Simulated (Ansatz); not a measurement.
**V: strain and displacement**

```
CELL_PARAMETERS angstrom
2.61252 0.00000 0.00000
-1.30626 2.26251 0.00000
0.00000 0.00000 4.68790
ATOMIC_POSITIONS crystal
V 0.33333 0.66667 0.25000
V 0.66667 0.33333 0.75000
```

Atom numbers follow the list: V1, V2.

The structure comes from a relaxation in the same program, started in the hcp type, and has space group P6_3/mmc. Whether it is a known phase or the ground state wasn't checked.

Theory: DFT, PBE, all-electron LAPW, scalar-relativistic in Ansatz 0.2.0.

The runs use a Γ-centred 18×18×10 k mesh, Fermi–Dirac smearing of 0.08 eV, basis error target 1 meV/atom, spin-polarised from start moments V1 1.5, V2 1.5 μB (the moments died away, and the run ended non-magnetic).

The unchanged cell is at -0.04 GPa.

In a metal, stresses and small energies carry noise from the k mesh.

x, y and z are the Cartesian axes of the cell as listed; fractional coordinates follow a strain, and an engineering shear is twice the off-diagonal strain component.

Question: With this change (xy engineering shear strain of +4 %), what becomes of the energy and stress and forces?

Answer: Energy change -2 meV/atom; stress change (xx, yy, zz, yz, xz, xy) 0.23, -0.05, -0.17, 0.00, 0.00, 1.40 GPa, compression positive; change of the force on V2 (0.170, -0.001, 0.000) eV/Å.

Question: With this change (atom 2 (V) moved by (0.0212, 0.0212, 0.0000) Å), what becomes of the energy and stress and forces?

Answer: Energy change under 1 meV/atom; stress change (xx, yy, zz, yz, xz, xy) 0.54, -0.50, -0.04, 0.00, 0.00, 0.53 GPa, compression positive; change of the force on V2 (0.028, 0.031, 0.000) eV/Å.

Question: What force constant does this one finite step give for V2 along its displacement (all its periodic images move with it)?

Answer: k = −ΔF·u/|u|² = -1.39 eV/Å², so the force pushes the atom further, a sign of instability along this zone-centre pattern.
